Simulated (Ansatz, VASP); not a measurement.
## ZnS: VASP beside Ansatz

```
Zn S
1.0
     3.92095    0.00000    0.00000
    -1.96047    3.39564    0.00000
     0.00000    0.00000    6.43074
Zn S
2 2
Direct
  0.33333 0.66667 0.00005
  0.66667 0.33333 0.50005
  0.33333 0.66667 0.37495
  0.66667 0.33333 0.87495
```

Change from the starting cell: equal strain along all axes, cell held, atoms relaxed: +2.0 %.

Alike in both runs: functional PBE; k mesh 12 × 12 × 4; occupations gaussian, width 0.02 eV; no spin polarisation.

Ansatz relaxed the structure, and its values are those at the end. VASP's run is a single point on that final structure, the one shown.

|  | VASP | Ansatz |
| --- | --- | --- |
| version | VASP 6.6.1 | Ansatz 0.2.0 |
| potentials or method | VASP PAW PBE potentials, release 64 (Zn, S) | scalar-relativistic, plane waves, PAW |
| plane-wave cutoff (eV) | 520 | 420 |
| valence electrons in the cell | 36 | 36 |

|  | VASP | Ansatz | Ansatz less VASP |
| --- | --- | --- | --- |
| gap on the k mesh at the Fermi level (eV) | 1.82 | 1.82 | -0.001 |
| least direct gap on the mesh (eV) | 1.82 | 1.82 | -0.001 |
| pressure (GPa) | -3.5 | -3.6 | -0.11 |

Ansatz warned: «stress_scf_threshold_loose».

A k mesh can miss the band edges.
